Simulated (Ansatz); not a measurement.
**CuO: band structure with r2SCAN+U**

CuO:

```xyz
4
Lattice="0.1896 -2.1723 -2.0431 -2.0197 0.1063 -1.9598 2.3832 2.2858 -4.3894" Properties=species:S:1:pos:R:3 pbc="T T T"
Cu    0.1715    0.1749   -4.1029
Cu   -1.7484   -1.9559   -4.0297
O     0.4097    0.0276   -6.3425
O     0.1667    0.0172   -2.1166
```

The cell comes from a database or a generator and needn't be the stable form of this composition.

The cell isn't the ideal one: all atoms moved at random, sigma 0.1 Å a component, cell strained at random, sigma 0.1.

```json
{"Program": "Ansatz 0.2.0", "Task": "band structure", "Functional": "r2SCAN", "Potentials or basis": "Ansatz PAW", "Cutoff": "500 eV (not typed: the program's choice for these potentials)", "k mesh": "10 × 10 × 5", "Occupations": "fermi-dirac, width 0.05 eV", "Spin": "no spin polarisation", "Hubbard terms": "Cu d U = 8 eV", "Path": "[[\"X\", \"G\", \"Y\"], [\"L\", \"G\", \"Z\"], [\"N\", \"G\", \"M\"], [\"R\", \"G\"]]", "Points for each segment of the path": "14", "Hubbard projectors": "ortho-atomic (the default)", "Double counting": "fll (the default)"}
```

```
Pressure               : -5.6 GPa
Largest force          : 1.619 eV/Å
Band gap on the k mesh : none (metal or under the smearing width)
```

Forces on the atoms (eV/Å):
```
Cu   1.060 -0.243 -1.200
Cu  -0.670 -1.073  0.432
O    0.060  0.649 -0.024
O   -0.451  0.667  0.792
```

Stress tensor (GPa, compression positive):
```
-6.62  1.23  6.87
 1.23 -3.63  1.39
 6.87  1.39 -6.55
```

Levels at the corners of the path, in eV from the Fermi level:
```
point  band 22  band 23  band 24  band 25  band 26  band 27
    X    -2.54    -0.32    -0.09     0.03     0.17     5.19
    Γ    -1.61    -1.02    -0.74     0.36     0.75     2.77
    Y    -2.63    -1.45    -0.84    -0.20    -0.12     8.40
    L    -2.56    -2.51    -1.62     0.45     0.86     7.08
    Γ    -1.61    -1.02    -0.74     0.36     0.75     2.77
    Z    -2.25    -0.98    -0.87    -0.39    -0.21     8.30
    N    -2.38    -2.03    -1.86     0.44     0.91     7.02
    Γ    -1.61    -1.02    -0.74     0.36     0.75     2.77
    M    -2.43    -2.23    -1.74     0.31     0.86     7.33
    R    -2.45    -1.27    -0.92    -0.25    -0.18     8.72
    Γ    -1.61    -1.02    -0.74     0.36     0.75     2.77
```

Eigenvalues of the final occupation matrices:
```
  site  spin  trace               eigenvalues
site 1     1   4.81  0.90 0.91 1.00 1.00 1.00
site 2     1   4.83  0.88 0.96 1.00 1.00 1.00
```

Wall time 69 s on 2 threads of Arm Neoverse V1, with other jobs on the host, peak memory 0.8 GiB.

Caveat: the run has no spin polarisation, though such a crystal can be magnetic; U without spin polarisation on a metal has little footing; the PAW data sets come from PBE, with cores solved anew for the run's functional, which leaves a small shift of forces and pressure; forces of over 1 eV/Å show positions far from the minimum, so gaps and moduli don't describe the material at rest.
